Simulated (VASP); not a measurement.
# NiO (F-43m) in VASP: a series of runs, part 2 of 2

VASP 6.6.1. The steps go on from the part before.

### Step 4. Single point, PBE, collinear spin, ferromagnetic start

Input file INCAR:

```
SYSTEM = NiO
PREC = Accurate
ENCUT = 520
EDIFF = 1E-7
ISMEAR = 0
SIGMA = 0.05
LREAL = .FALSE.
LASPH = .TRUE.
NELM = 150
ALGO = Normal
ISIF = 2
LWAVE = .FALSE.
LCHARG = .TRUE.
ISPIN = 2
MAGMOM = 1 0
LORBIT = 11
LMAXMIX = 4
GGA = PE
LELF = .TRUE.
LVHAR = .TRUE.
NBANDS = 19
```

Input file KPOINTS:

```
regular mesh
0
G
  7 7 7
  0 0 0
```

Input file POSCAR:

```
NiO
1.0
    0.0000000000      2.2835484600      2.2835484600
    2.2835484600      0.0000000000      2.2835484600
    2.2835484600      2.2835484600      0.0000000000
Ni O
1 1
Direct
    0.0000000000      0.0000000000      0.0000000000
    0.2500000000      0.2500000000      0.2500000000
```

Potentials or basis: VASP PAW PBE potentials, release 64 (Ni, O).

Run with:

```console
> cat potpaw_PBE.64/Ni/POTCAR potpaw_PBE.64/O/POTCAR > POTCAR
> mpirun -np 1 vasp_std > vasp.out
```

OUTCAR:

```text
SYSTEM = NiO
   PREC = Accurate
   ENCUT = 520
   EDIFF = 1E-7
   ISMEAR = 0
   LREAL = .FALSE.
   LASPH = .TRUE.
   NELM = 150
   ISIF = 2
   ISPIN = 2
   LORBIT = 11
   GGA = PE

 ion  position               nearest neighbor table
   1  0.000  0.000  0.000-   2 1.98   2 1.98   2 1.98   2 1.98
   2  0.250  0.250  0.250-   1 1.98   1 1.98   1 1.98   1 1.98

  LATTYP: Found a face centered cubic cell.
 ALAT       =     4.5670969200

  Lattice vectors:

 A1 = (   0.0000000000,   2.2835484600,   2.2835484600)
 A2 = (   2.2835484600,   0.0000000000,   2.2835484600)
 A3 = (   2.2835484600,   2.2835484600,   0.0000000000)

Analysis of symmetry for initial positions (statically):
=====================================================================
 Subroutine PRICEL returns:
 Original cell was already a primitive cell.

 Routine SETGRP: Setting up the symmetry group for a
 face centered cubic supercell.

 Subroutine GETGRP returns: Found 24 space group operations
 (whereof 24 operations were pure point group operations)
 out of a pool of 48 trial point group operations.

The static configuration has the point symmetry T_d .

Analysis of symmetry for dynamics (positions and initial velocities):
=====================================================================
 Subroutine PRICEL returns:
 Original cell was already a primitive cell.

 Routine SETGRP: Setting up the symmetry group for a
 face centered cubic supercell.

 Subroutine GETGRP returns: Found 24 space group operations
 (whereof 24 operations were pure point group operations)
 out of a pool of 48 trial point group operations.

The dynamic configuration has the point symmetry T_d .

Analysis of structural, dynamic, and magnetic symmetry:
=====================================================================
 Subroutine PRICEL returns:
 Original cell was already a primitive cell.

 Routine SETGRP: Setting up the symmetry group for a
 face centered cubic supercell.

 Subroutine GETGRP returns: Found 24 space group operations
 (whereof 24 operations were pure point group operations)
 out of a pool of 48 trial point group operations.

The overall configuration has the point symmetry T_d .

 Subroutine INISYM returns: Found 24 space group operations
 (whereof 24 operations are pure point group operations),
 and found     1 'primitive' translations

----------------------------------------------------------------------------------------

                                     Primitive cell

  volume of cell :      23.8156

  direct lattice vectors                    reciprocal lattice vectors
     0.000000000  2.283548460  2.283548460    -0.218957473  0.218957473  0.218957473
     2.283548460  0.000000000  2.283548460     0.218957473 -0.218957473  0.218957473
     2.283548460  2.283548460  0.000000000     0.218957473  0.218957473 -0.218957473

  length of vectors
     3.229425202  3.229425202  3.229425202     0.379245468  0.379245468  0.379245468

  position of ions in fractional coordinates (direct lattice)
     0.000000000  0.000000000  0.000000000
     0.250000000  0.250000000  0.250000000

  ion indices of the primitive-cell ions
   primitive index   ion index
                 1           1
                 2           2

----------------------------------------------------------------------------------------
[... 62 lines left out ...]
   LASPH  =      T    aspherical Exc in radial PAW
   ENCUT  =  520.0 eV  38.22 Ry    6.18 a.u.   6.00  6.00  6.00*2*pi/ulx,y,z
   NELM   =    150;   NELMIN=  2; NELMDL= -5     # of ELM steps
   EDIFF  = 0.1E-06   stopping-criterion for ELM
   LREAL  =      F    real-space projection
   EDIFFG = 0.1E-05   stopping-criterion for IOM
   NSW    =      0    number of steps for IOM
   IBRION =     -1    ionic relax: 0-MD 1-quasi-New 2-CG
   NFREE  =      0    steps in history (QN), initial steepest desc. (CG)
   ISIF   =      2    stress and relaxation
   ISYM   =      2    0-nonsym 1-usesym 2-fastsym
   POTIM  = 0.5000    time-step for ionic-motion
   TEBEG  =    0.0;   TEEND  =   0.0 temperature during run
   PSTRESS=    0.0 pullay stress
   NELECT =      16.0000    total number of electrons
   NUPDOWN=      -1.0000    fix difference up-down
   EMIN   =  10.00;   EMAX   =-10.00  energy-range for DOS
   EFERMI =   0.00;   METHOD = LEGACY
   ISMEAR =     0;   SIGMA  =   0.05  broadening in eV -4-tet -1-fermi 0-gaus
   EFERMI_NEDOS =   21; number of points for ismear=-14 and -15
   IALGO  =     38    algorithm
   IMIX   =      4    mixing-type and parameters
     AMIX     =   0.40;   BMIX     =  1.00
     AMIX_MAG =   1.60;   BMIX_MAG =  1.00
  volume/ion in A,a.u.               =      11.91        80.36
  Fermi-wavevector in a.u.,A,eV,Ry     =   1.433820  2.709527 27.971393  2.055839
  Thomas-Fermi vector in A             =   2.553296
   LORBIT       =     11    0 simple, 1 ext, 2 COOP (PROOUT), +10 PAW based schemes
   GGA     = PE    functional components
   LHFCALC =     F    Hartree Fock is set to
   AEXX    =    0.0000 exact exchange contribution
   IVDW    =     0    specifies the selected vdW correction
   LEPSILON=     F    determine dielectric tensor
   LRPA    =     F    only Hartree local field effects (RPA)
 spin polarized calculation
 Gauss-broadening in eV      SIGMA  =   0.05
  energy-cutoff  :      520.00
  volume of cell :       23.82
 maximum number of plane-waves:       654
   NGX = 13   NGY = 13   NGZ = 13

 number of electron      15.9999997 magnetization       1.9848654

 Free energy of the ion-electron system (eV)
  ---------------------------------------------------
  ext. energy  EPLUGINS =         0.00000000
  ---------------------------------------------------
  free energy    TOTEN  =       -11.56517260 eV

  energy without entropy =      -11.56278942  energy(sigma->0) =      -11.56398101

 E-fermi :   4.9303     XC(G=0): -10.9233

 val. band max:        4.9107815263   @ k =   0.4286   0.2857   0.1429
 cond. band min:       4.9612497639   @ k =   0.0000   0.0000   0.0000
 fundamental gap:      0.0504682376
 Fermi energy:         4.9303024513

 spin component 1

 k-point     1 :       0.0000    0.0000    0.0000
  band No.  band energies     occupation
      1     -14.6005      1.00000
      2      -0.7248      1.00000
      3      -0.7248      1.00000
      4      -0.7248      1.00000
      5       2.5655      1.00000
      6       2.5655      1.00000
[... 416 lines left out ...]
      5       1.8854      1.00000
      6       2.3830      1.00000
[... 11 lines left out ...]
     18      32.6542      0.00000
     19      33.6410      0.00000
 Fermi energy:         4.9303024513

 spin component 2

 k-point     1 :       0.0000    0.0000    0.0000
  band No.  band energies     occupation
      1     -13.9664      1.00000
      2       0.3282      1.00000
      3       0.3282      1.00000
      4       0.3282      1.00000
      5       3.6492      1.00000
      6       3.6493      1.00000
[... 417 lines left out ...]
      6       3.8107      1.00000
[... 11 lines left out ...]
     18      32.9575      0.00000
     19      33.7478      0.00000

------------------------ aborting loop because EDIFF is reached ----------------------------------------

  FORCE on cell =-STRESS in cart. coord.  units (eV):
  Direction    XX          YY          ZZ          XY          YZ          ZX
  --------------------------------------------------------------------------------------
  -------------------------------------------------------------------------------------
  Total       -1.0563260     -1.0563260     -1.0563260     -0.0000000     -0.0000000     -0.0000000
  in kB      -71.0637101    -71.0637101    -71.0637101     -0.0000000     -0.0000000     -0.0000000
  external PRESSURE =     -71.0637101 kB  Pullay stress =       0.0000000 kB

 VOLUME and BASIS-vectors are now :
 -----------------------------------------------------------------------------
  energy-cutoff  :      520.00
  volume of cell :       23.82
      direct lattice vectors                 reciprocal lattice vectors
     0.000000000  2.283548460  2.283548460    -0.218957473  0.218957473  0.218957473
     2.283548460  0.000000000  2.283548460     0.218957473 -0.218957473  0.218957473
     2.283548460  2.283548460  0.000000000     0.218957473  0.218957473 -0.218957473

 POSITION                                       TOTAL-FORCE (eV/Angst)
 -----------------------------------------------------------------------------------
      0.00000      0.00000      0.00000        -0.000000     -0.000000     -0.000000
      1.14177      1.14177      1.14177         0.000000      0.000000      0.000000
 -----------------------------------------------------------------------------------
    total drift:                                0.000001      0.000001      0.000001

  FREE ENERGIE OF THE ION-ELECTRON SYSTEM (eV)
  ---------------------------------------------------
  free  energy   TOTEN  =       -11.5651726001 eV

  energy  without entropy=      -11.5627894184  energy(sigma->0) =      -11.56398101

 total charge

# of ion       s       p       d       tot
------------------------------------------
    1        0.360   0.428   8.207   8.995
    2        1.555   3.392   0.000   4.948
--------------------------------------------------
tot          1.915   3.821   8.207  13.943

 magnetization (x)

# of ion       s       p       d       tot
------------------------------------------
    1        0.003   0.036   1.508   1.547
    2        0.016   0.361   0.000   0.378
--------------------------------------------------
tot          0.019   0.397   1.508   1.924
```

OSZICAR:

```text
N       E                     dE             d eps       ncg     rms          rms(c)
DAV:   1     0.897791311533E+02    0.89779E+02   -0.70971E+03  1560   0.970E+02
DAV:   2    -0.783886915502E+01   -0.97618E+02   -0.84544E+02  1554   0.228E+02
DAV:   3    -0.142611465458E+02   -0.64223E+01   -0.60177E+01  1778   0.602E+01
DAV:   4    -0.143334744292E+02   -0.72328E-01   -0.72251E-01  1685   0.628E+00
DAV:   5    -0.143348398420E+02   -0.13654E-02   -0.13653E-02  1673   0.869E-01    0.174E+01
DAV:   6    -0.140617485692E+02    0.27309E+00   -0.22918E+01  1787   0.737E+01    0.250E+01
DAV:   7    -0.116102703912E+02    0.24515E+01   -0.12065E+01  1779   0.616E+01    0.672E+00
DAV:   8    -0.115753791208E+02    0.34891E-01   -0.38436E-01  1853   0.712E+00    0.333E+00
DAV:   9    -0.115667266129E+02    0.86525E-02   -0.96106E-02  2097   0.453E+00    0.151E+00
DAV:  10    -0.115663987856E+02    0.32783E-03   -0.13966E-02  1914   0.204E+00    0.430E-01
DAV:  11    -0.115650965527E+02    0.13022E-02   -0.82813E-03  2018   0.138E+00    0.139E-01
DAV:  12    -0.115651447596E+02   -0.48207E-04   -0.73028E-04  1655   0.258E-01    0.711E-02
DAV:  13    -0.115651615619E+02   -0.16802E-04   -0.17295E-04  1948   0.133E-01    0.326E-02
DAV:  14    -0.115651710466E+02   -0.94847E-05   -0.46984E-05  1843   0.725E-02    0.218E-02
DAV:  15    -0.115651728278E+02   -0.17811E-05   -0.57221E-06  1729   0.266E-02    0.120E-02
DAV:  16    -0.115651727160E+02    0.11174E-06   -0.10583E-06  1824   0.133E-02    0.470E-03
DAV:  17    -0.115651725845E+02    0.13154E-06   -0.73602E-07  1722   0.777E-03    0.246E-03
DAV:  18    -0.115651726001E+02   -0.15636E-07   -0.58748E-08   980   0.241E-03
   1 F= -.11565173E+02 E0= -.11563981E+02  d E =-.238318E-02  mag=     1.9849
```

Run time: 9.3 s. Hardware: 1 thread of Intel Xeon 6975P-C (Granite Rapids), shared host; peak memory 0.15 GiB.

Results:

- Free energy: -11.5652 eV
- Pressure: -7.1 GPa
- Band gap on the k mesh: none (metal or under the smearing width)
- Net moment: 1.98 μB per cell
- Site moments: Ni +1.55; O +0.38 μB
- Valence electrons inside the program's atomic spheres: Ni 8.99; O 4.95

Levels at points of the mesh, in eV from the Fermi level:
Spin up:
| k point | band 5 | band 6 | band 7 | band 8 | band 9 | band 10 | band 11 | band 12 | band 13 | band 14 |
| --- | --- | --- | --- | --- | --- | --- | --- | --- | --- | --- |
| (0.00, 0.00, 0.00) | -2.36 | -2.36 | 0.03 | 0.03 | 0.03 | 0.36 | 13.88 | 13.88 | 13.88 | 20.20 |
Spin down:
```tsv
k point	band 3	band 4	band 5	band 6	band 7	band 8	band 9	band 10	band 11	band 12
(0.00, 0.00, 0.00)	-4.60	-4.60	-1.28	-1.28	0.67	1.68	1.68	1.68	14.14	14.14
```

Caveat: a cell with one magnetic atom can't hold antiferromagnetic order, which such compounds often take; semilocal functionals often make such compounds metallic where correlation or magnetic order opens a gap, which also shifts bond lengths.

### Step 5. Summary

```csv
level,spin,U,gap on the mesh (eV),pressure (GPa),moment (μB)
PBE,"non-collinear, random start",-,none,-7.1,1.99
PBE+U,off,Ni d U = 8 eV,none,-20.0,-
PBE,"collinear, ferromagnetic start",-,none,-7.1,1.98
```

Alike in all rows: task single point; potentials or basis VASP PAW PBE potentials, release 64 (Ni, O); cell as given; k mesh 7 × 7 × 7; cutoff (eV) 520; smearing gaussian 0.05 eV.

Every run on the cell as given and a fine mesh finds a metal. The pressure there spans -20.0 GPa (PBE+U) to -7.1 GPa (PBE); a positive pressure means that this level wants a larger cell, a negative one a smaller.

Caveats: a cell with one magnetic atom can't hold antiferromagnetic order, which such compounds often take (some runs); semilocal functionals often make such compounds metallic where correlation or magnetic order opens a gap, which also shifts bond lengths (some runs); U without spin polarisation on a metal has little footing (some runs).

Absolute energies hang on the potentials; compare differences alone.
